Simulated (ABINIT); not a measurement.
# AlAs (F-43m): G0W0 in ABINIT against the k mesh

How does the gap of AlAs (F-43m) converge in the k mesh?

Calculated with ABINIT 10.8.3; PBE and many-body steps on it, plane waves.

## Step 1: Set-up

Symmetry: F-43m, No. 216, cubic system. The conventional cell has a = 5.661 Å, b = 5.661 Å, c = 5.661 Å, α = 90.00°, β = 90.00°, γ = 90.00°. Nearest to Al lie 4 As at 2.45 Å. Nearest to As lie 4 Al at 2.45 Å. Farther neighbours are not listed.

The cell and positions come from the Crystallography Open Database and are kept as given unless a step says otherwise.

## Step 2: Empty states on the mesh, 4×4×4 mesh, 308 bands

This step: ABINIT 10.8.3; DFT, PBE, plane waves, norm-conserving pseudopotentials.

The sums over transitions need many empty states on a uniform mesh; this step solves for them.

run.abi

```
acell 3*1.0 Angstrom
rprim 
  -0.000000000000 2.830400000000 2.830400000000
  2.830400000000 0.000000000000 2.830400000000
  2.830400000000 2.830400000000 0.000000000000
ntypat 2
znucl 13 33
natom 2
typat 1 2
xred 
  0.000000000000 0.000000000000 0.000000000000
  0.250000000000 0.250000000000 0.250000000000
pp_dirpath "pseudos"
pseudos "Al.upf, As.upf"
ecut 38
ngkpt 4 4 4
nshiftk 1
shiftk 0 0 0
kptopt 1
chksymbreak 0
irdden 1
istwfk *1
nband 308
prtvol 0
optdriver 6
gwr_task "HDIAGO"
paral_kgb 0
occopt 1
indata_prefix "in"
outdata_prefix "out"
tmpdata_prefix "tmp"
```

The run is started by

```sh
OMP_NUM_THREADS=1 mpirun -n 8 abinit run.abi > log
```

Numbers of over 12 decimals in the logs are rounded to 6 here.

Output:

```text
.Version 10.8.3 of ABINIT. v10.8.2 released Aug 2026.

 Symmetries : space group F-4 3 m (#216); Bravais cF (face-center cubic)
[... echo of the input left out ...]
== DATASET  1 ==================================================================
-   mpi_nproc: 8, omp_nthreads: 1 (-1 if OMP is not activated)

--- !DatasetInfo
iteration_state: {dtset: 1, }
dimensions: {natom: 2, nkpt: 8, mband: 308, nsppol: 1, nspinor: 1, nspden: 1, mpw: 3479, }
cutoff_energies: {ecut:  38.0, pawecutdg:  -1.0, }
[...]
Indirect band gap semiconductor
 Fundamental gap:     1.436 (eV)
   VBM:     3.572 (eV) at k: [ 0.0000E+00,  0.0000E+00,  0.0000E+00]
   CBM:     5.009 (eV) at k: [ 5.0000E-01,  5.0000E-01,  0.0000E+00]
 Direct gap:         2.045 (eV) at k: [ 0.0000E+00,  0.0000E+00,  0.0000E+00]

== END DATASET(S) ==============================================================
================================================================================

 -outvars: echo values of variables after computation  --------
           etotal      0.0000000000E+00
            nband         308
             nkpt           8
          spgroup         216
 [... the other variables as echoed above ...]

 Calculation completed.
```

The job ended after 16 s (8 MPI ranks of AMD EPYC 9R45, shared host; peak memory 5.7 GiB).

Numbers from this step:

- gap: 1.436 eV
- k of the valence top: 0, 0, 0
- k of the conduction bottom: 0.5, 0.5, 0
- least direct gap: 2.045 eV
- k points computed: 8
- lowest point of the top converged band, above the valence top: 187.2228 eV

On this mesh the gap is 1.436 eV.

The density comes from a self-consistent run that is not shown.

## Step 3: Empty states on the mesh, 2×2×2 mesh, 90 bands

run.abi: that of step 2 with these lines changed.

```diff
@@ -15,3 +15,3 @@
 ecut 38
-ngkpt 4 4 4
+ngkpt 2 2 2
 nshiftk 1
@@ -20,10 +20,10 @@
 chksymbreak 0
+iscf -2
 irdden 1
 istwfk *1
-nband 308
+nband 90
+nbdbuf 8
+tolwfr 1e-09
+nstep 60
 prtvol 0
-optdriver 6
-gwr_task "HDIAGO"
-paral_kgb 0
-occopt 1
 indata_prefix "in"
```

The run is started by

```sh
OMP_NUM_THREADS=2 mpirun -n 3 abinit run.abi > log
```

Output:

```text
.Version 10.8.3 of ABINIT. v10.8.2 released Aug 2026.

 Symmetries : space group F-4 3 m (#216); Bravais cF (face-center cubic)
[... echo of the input left out ...]
== DATASET  1 ==================================================================
-   mpi_nproc: 3, omp_nthreads: 2 (-1 if OMP is not activated)

--- !DatasetInfo
iteration_state: {dtset: 1, }
dimensions: {natom: 2, nkpt: 3, mband: 90, nsppol: 1, nspinor: 1, nspden: 1, mpw: 3479, }
cutoff_energies: {ecut:  38.0, pawecutdg:  -1.0, }
[...]
2.61440    2.74857    2.74857    2.75673    2.75673    2.75673    2.90778    2.90778
   2.90778    2.98399    2.98399    2.98458    2.98458    2.98458    3.03813    3.03813
   3.03814    3.07052
 prteigrs : prtvol=0 or 1, do not print more k-points.

== END DATASET(S) ==============================================================
================================================================================

 -outvars: echo values of variables after computation  --------
            nband          90
             nkpt           3
          spgroup         216
 [... the other variables as echoed above ...]

 Calculation completed.
```

Wall time 6.2 s (3 MPI ranks); peak memory 0.26 GiB.

This step gave:

- gap: 1.436 eV
- k of the valence top: 0, 0, 0
- k of the conduction bottom: 0.5, 0.5, 0
- least direct gap: 2.045 eV
- k points computed: 3
- lowest point of the top converged band, above the valence top: 70.1735 eV

On this mesh the gap is 1.436 eV.

## Step 4: Empty states on the mesh, 6×6×6 mesh, 90 bands

run.abi: that of step 3 with these lines changed.

```diff
@@ -15,3 +15,3 @@
 ecut 38
-ngkpt 2 2 2
+ngkpt 6 6 6
 nshiftk 1
```

The run is started by

```sh
OMP_NUM_THREADS=1 mpirun -n 8 abinit run.abi > log
```

Output:

```text
.Version 10.8.3 of ABINIT. v10.8.2 released Aug 2026.

 Symmetries : space group F-4 3 m (#216); Bravais cF (face-center cubic)
[... echo of the input left out ...]
== DATASET  1 ==================================================================
-   mpi_nproc: 8, omp_nthreads: 1 (-1 if OMP is not activated)

--- !DatasetInfo
iteration_state: {dtset: 1, }
dimensions: {natom: 2, nkpt: 16, mband: 90, nsppol: 1, nspinor: 1, nspden: 1, mpw: 3479, }
cutoff_energies: {ecut:  38.0, pawecutdg:  -1.0, }
[...]
2.61440    2.74857    2.74857    2.75673    2.75673    2.75673    2.90778    2.90778
   2.90778    2.98399    2.98399    2.98458    2.98458    2.98458    3.03813    3.03813
   3.03814    3.07052
 prteigrs : prtvol=0 or 1, do not print more k-points.

== END DATASET(S) ==============================================================
================================================================================

 -outvars: echo values of variables after computation  --------
            nband          90
             nkpt          16
          spgroup         216
 [... the other variables as echoed above ...]

 Calculation completed.
```

It took 12 s on 8 MPI ranks; peak memory 0.69 GiB; 95 s of CPU time.

This step gave:

```yaml
gap: 1.436 eV
k_of_the_valence_top: 0, 0, 0
k_of_the_conduction_bottom: 0.5, 0.5, 0
least_direct_gap: 2.045 eV
k_points_computed: 16
lowest_point_of_the_top_converged_band_above_the_valence_top: 70.1735 eV
```

On this mesh the gap is 1.436 eV.

## Step 5: Empty states on the mesh, 8×8×8 mesh, 90 bands

run.abi: that of step 4 with these lines changed.

```diff
@@ -15,3 +15,3 @@
 ecut 38
-ngkpt 6 6 6
+ngkpt 8 8 8
 nshiftk 1
```

Output:

```text
.Version 10.8.3 of ABINIT. v10.8.2 released Aug 2026.

 Symmetries : space group F-4 3 m (#216); Bravais cF (face-center cubic)
[... echo of the input left out ...]
== DATASET  1 ==================================================================
-   mpi_nproc: 8, omp_nthreads: 1 (-1 if OMP is not activated)

--- !DatasetInfo
iteration_state: {dtset: 1, }
dimensions: {natom: 2, nkpt: 29, mband: 90, nsppol: 1, nspinor: 1, nspden: 1, mpw: 3479, }
cutoff_energies: {ecut:  38.0, pawecutdg:  -1.0, }
[...]
2.61440    2.74857    2.74857    2.75673    2.75673    2.75673    2.90778    2.90778
   2.90778    2.98399    2.98399    2.98458    2.98458    2.98458    3.03813    3.03813
   3.03814    3.07052
 prteigrs : prtvol=0 or 1, do not print more k-points.

== END DATASET(S) ==============================================================
================================================================================

 -outvars: echo values of variables after computation  --------
            nband          90
             nkpt          29
          spgroup         216
 [... the other variables as echoed above ...]

 Calculation completed.
```

It took 21 s on 8 MPI ranks; peak memory 0.75 GiB.

Numbers from this step:

```yaml
gap: 1.436 eV
k_of_the_valence_top: 0, 0, 0
k_of_the_conduction_bottom: 0.5, 0.5, 0
least_direct_gap: 2.045 eV
k_points_computed: 29
lowest_point_of_the_top_converged_band_above_the_valence_top: 70.1735 eV
```

On this mesh the gap is 1.436 eV.

## Step 6: Screening, 2×2×2 mesh, 82 bands, screening to 163.3 eV

The RPA dielectric matrix is built and inverted for each q.

This step: RPA screening on PBE, plane waves, norm-conserving pseudopotentials.

run.abi: that of step 5 with these lines changed.

```diff
@@ -15,3 +15,3 @@
 ecut 38
-ngkpt 8 8 8
+ngkpt 2 2 2
 nshiftk 1
@@ -20,10 +20,11 @@
 chksymbreak 0
-iscf -2
-irdden 1
 istwfk *1
-nband 90
-nbdbuf 8
-tolwfr 1e-09
-nstep 60
-prtvol 0
+occopt 1
+irdwfk 1
+optdriver 3
+nband 82
+ecuteps 6
+inclvkb 2
+awtr 1
+symchi 1
 indata_prefix "in"
```

Output:

```text
.Version 10.8.3 of ABINIT. v10.8.2 released Aug 2026.

 Symmetries : space group F-4 3 m (#216); Bravais cF (face-center cubic)
[... echo of the input left out ...]
== DATASET  1 ==================================================================
-   mpi_nproc: 8, omp_nthreads: 1 (-1 if OMP is not activated)

--- !DatasetInfo
iteration_state: {dtset: 1, }
dimensions: {natom: 2, nkpt: 3, mband: 82, nsppol: 1, nspinor: 1, nspden: 1, mpw: 3479, }
cutoff_energies: {ecut:  38.0, pawecutdg:  -1.0, }
electrons: {nelect:   1.80000000E+01, charge:   0.00000000E+00, occopt:   1.00000000E+00, tsmear:   1.00000000E-02, }

 SCREENING: Calculation of the susceptibility and dielectric matrices

 Based on a program developped by R.W. Godby, V. Olevano, G. Onida, and L. Reining.
 Incorporated in ABINIT by V. Olevano, G.-M. Rignanese, and M. Torrent.
.Using double precision arithmetic ; gwpc =  8

[... cell and pseudopotentials left out ...]
--------------------------------------------------------------------------------

 ==== K-mesh for the wavefunctions ====
 Number of points in the irreducible wedge :     3
[... list of points left out ...]
 Together with 24 symmetry operations and time-reversal symmetry
 yields     8 points in the full Brillouin Zone.

 ==== Q-mesh for the screening function ====
 Number of points in the irreducible wedge :     3
[... list of points left out ...]
 Together with 24 symmetry operations and time-reversal symmetry
 yields     8 points in the full Brillouin Zone.

 setmesh: FFT mesh size selected  =    30x   30x   30
          total number of points  =        27000

 vcoul_init : cutoff-mode = AUXILIARY_FUNCTION
 q-points for optical limit:   1
     1)      0.000010    0.000020    0.000030

- screening: taking advantage of time-reversal symmetry
- Maximum band index for partially occupied states nbvw = 9
- Remaining bands to be divided among processors   nbcw = 73
- Number of bands treated by each node ~9

 Number of electrons calculated from density =   18.0000; Expected =   18.0000
 average of density, n =  0.058817
 r_s =    1.5952
 omega_plasma =   23.3941 [eV]

 calculating chi0 at frequencies [eV] :
  1    0.000000E+00    0.000000E+00
  2    0.000000E+00    2.339413E+01

--------------------------------------------------------------------------------
  q-point number  1        q = ( 0.000000, 0.000000, 0.000000) [r.l.u.]
--------------------------------------------------------------------------------
[... chi0 elements left out ...]
 For q-point:  0.000010 0.000020 0.000030
  dielectric constant =  36.5196
  dielectric constant without local fields =  42.8596

  Average fulfillment of the sum rule on Im[epsilon] for q-point    1 :     55.47  [%]
[... wings left out ...]
  q-point number  2        q = ( 0.500000, 0.000000, 0.000000) [r.l.u.]
--------------------------------------------------------------------------------
[... chi0 elements left out ...]
  Average fulfillment of the sum rule on Im[epsilon] for q-point    2 :     60.99  [%]

 [... 1 further q-points ...]
```

The job ended after 2 s (8 MPI ranks; peak memory 0.12 GiB; 15 s of CPU time).

Numbers from this step:

```
ε∞ with local fields, on this mesh, along the program's q direction : 36.52
the same without local fields                                       : 42.86
plasma frequency                                                    : 23.39 eV
plane waves in the screening matrix                                 : 181
```

Local fields lower ε∞ by 15 %. On a Γ-centred mesh this coarse the value itself is usually too large, while a short band sum pulls it down.

## Step 7: 2×2×2

This step: G0W0 on PBE, plane waves, norm-conserving pseudopotentials.

run.abi: that of step 6 with these lines changed.

```diff
@@ -23,8 +23,17 @@
 irdwfk 1
-optdriver 3
+optdriver 4
 nband 82
+gwcalctyp 0
+ecutsigx 38
+symsigma 1
+nkptgw 2
+kptgw 
+  0.0000000000 0.0000000000 0.0000000000
+  0.5000000000 0.5000000000 0.0000000000
+bdgw 
+  7 13
+  8 11
 ecuteps 6
-inclvkb 2
-awtr 1
-symchi 1
+irdscr 1
+ppmodel 1
 indata_prefix "in"
```

Output:

```text
.Version 10.8.3 of ABINIT. v10.8.2 released Aug 2026.

 Symmetries : space group F-4 3 m (#216); Bravais cF (face-center cubic)
[... echo of the input left out ...]
== DATASET  1 ==================================================================
-   mpi_nproc: 8, omp_nthreads: 1 (-1 if OMP is not activated)

--- !DatasetInfo
iteration_state: {dtset: 1, }
dimensions: {natom: 2, nkpt: 3, mband: 82, nsppol: 1, nspinor: 1, nspden: 1, mpw: 3479, }
cutoff_energies: {ecut:  38.0, pawecutdg:  -1.0, }
electrons: {nelect:   1.80000000E+01, charge:   0.00000000E+00, occopt:   1.00000000E+00, tsmear:   1.00000000E-02, }

 SIGMA: Calculation of the GW corrections

 Based on a program developped by R.W. Godby, V. Olevano, G. Onida, and L. Reining.
 Incorporated in ABINIT by V. Olevano, G.-M. Rignanese, and M. Torrent.
.Using double precision arithmetic ; gwpc =  8

[... cell and pseudopotentials left out ...]
--------------------------------------------------------------------------------

 ==== K-mesh for the wavefunctions ====
 Number of points in the irreducible wedge :     3
[... list of points left out ...]
 Together with 24 symmetry operations and time-reversal symmetry
 yields     8 points in the full Brillouin Zone.

 ==== Q-mesh for screening function ====
 Number of points in the irreducible wedge :     3
[... list of points left out ...]
 Together with 24 symmetry operations and time-reversal symmetry
 yields     8 points in the full Brillouin Zone.

 vcoul_init : cutoff-mode = AUXILIARY_FUNCTION
 q-points for optical limit:   1
     1)      0.000010    0.000020    0.000030
 setmesh: FFT mesh size selected  =    45x   45x   45
          total number of points  =        91125

 Number of electrons calculated from density =   18.0000; Expected =   18.0000
 average of density, n =  0.058817
 r_s =    1.5952
 omega_plasma =   23.3941 [eV]

 === KS Band Gaps ===
  >>>> For spin  1
   Minimum direct gap =   2.0450 [eV], located at k-point      :   0.0000  0.0000  0.0000
   Fundamental gap    =   1.4364 [eV], Top of valence bands at :   0.0000  0.0000  0.0000
                                       Bottom of conduction at :   0.5000  0.5000  0.0000
 SIGMA fundamental parameters:
 PLASMON POLE MODEL  1
 number of plane-waves for SigmaX                 3479
 number of plane-waves for SigmaC and W            181
 number of plane-waves for wavefunctions          3479
 number of bands                                    82
 number of independent spin polarizations            1
 number of spinorial components                      1
 number of k-points in IBZ                           3
 number of q-points in IBZ                           3
 number of symmetry operations                      24
 number of k-points in BZ                            8
 number of q-points in BZ                            8
 number of frequencies for dSigma/dE                 9
 frequency step for dSigma/dE [eV]                0.25
 number of omega for Sigma on real axis              0
 max omega for Sigma on real axis  [eV]           0.00
 zcut for avoiding poles [eV]                     0.10

 EPSILON^-1 parameters (SCR file):
 dimension of the eps^-1 matrix on file            181
 dimension of the eps^-1 matrix used               181
 number of plane-waves for wavefunctions          3479
 number of bands                                    82
 number of q-points in IBZ                           3
 number of frequencies                               2
 number of real frequencies                          1
 number of imag frequencies                          1

 matrix elements of self-energy operator (all in [eV])

 Perturbative Calculation

--- !SelfEnergy_ee
iteration_state: {dtset: 1, }
kpoint     : [   0.000,    0.000,    0.000, ]
spin       : 1
KS_gap     :    2.045
QP_gap     :    3.085
Delta_QP_KS:    1.040
data: !SigmaeeData |
     Band     E0 <VxcDFT>   SigX SigC(E0)      Z dSigC/dE  Sig(E)    E-E0       E
        7   3.572 -12.593 -15.612   2.131   0.802  -0.247 -13.306  -0.712   2.860
        8   3.572 -12.593 -15.612   2.131   0.802  -0.247 -13.306  -0.712   2.860
        9   3.572 -12.593 -15.612   2.131   0.802  -0.247 -13.306  -0.712   2.860
       10   5.617 -11.324  -6.576  -4.340   0.806  -0.241 -10.995   0.328   5.946
       11   7.866  -9.274  -4.322  -4.398   0.808  -0.238  -8.826   0.448   8.314
       12   7.866  -9.274  -4.322  -4.398   0.808  -0.238  -8.826   0.448   8.314
       13   7.866  -9.274  -4.322  -4.398   0.808  -0.238  -8.826   0.448   8.314

--- !SelfEnergy_ee
iteration_state: {dtset: 1, }
kpoint     : [   0.500,    0.500,    0.000, ]
spin       : 1
KS_gap     :    3.609
QP_gap     :    4.500
Delta_QP_KS:    0.891
data: !SigmaeeData |
     Band     E0 <VxcDFT>   SigX SigC(E0)      Z dSigC/dE  Sig(E)    E-E0       E
        8   1.400 -11.237 -14.359   2.182   0.796  -0.257 -11.985  -0.748   0.651
        9   1.400 -11.237 -14.359   2.182   0.796  -0.257 -11.985  -0.748   0.651
       10   5.009  -7.992  -3.739  -4.080   0.820  -0.219  -7.850   0.142   5.151
       11   5.873  -8.763  -4.324  -4.026   0.818  -0.222  -8.425   0.338   6.211

== END DATASET(S) ==============================================================
================================================================================

 -outvars: echo values of variables after computation  --------
           etotal      0.0000000000E+00
            nband          82
             nkpt           3
          spgroup         216
 [... the other variables as echoed above ...]

 Calculation completed.
```

Elapsed: 2.3 s, on 8 MPI ranks; peak memory 0.13 GiB.

Numbers from this step:

| Item | Value |
| --- | --- |
| G0W0 gap on the points computed | 2.291 eV |
| starting gap on the mesh | 1.436 eV |
| k of the valence top | 0, 0, 0 |
| k of the conduction bottom | 0.5, 0.5, 0 |
| Z at the valence top | 0.802 |
| Z at the conduction bottom | 0.82 |
| least direct G0W0 gap on the computed points | 3.086 eV |

[end of part 1 of 2]

[Paths, hosts, dates, memory and timing lines, banners, echoed tables and standing remarks are left out of the program output.]

[Logs are printed without paths, hosts, clocks, repeated set-up lines and the standing remarks that a program may print on its own settings, such as how far it seeks lower states.]

[Runs of the session that timed out or met a known fault of the program may be left out.]

[Hosts, paths, dates, database ids (printed as entryN), source tags and the programs' standing remarks are cut or masked in the printed files.]

[G0W0 gaps are taken among the corrected bands and points alone; a level outside them can change the order at an edge.]

[Where Ansatz stands beside ABINIT at settings called matched, ABINIT's density can come from a denser mesh and the files from another edition; pairs whose starting gaps differed by over 0.03 eV were left out, so agreement reads better than it is.]
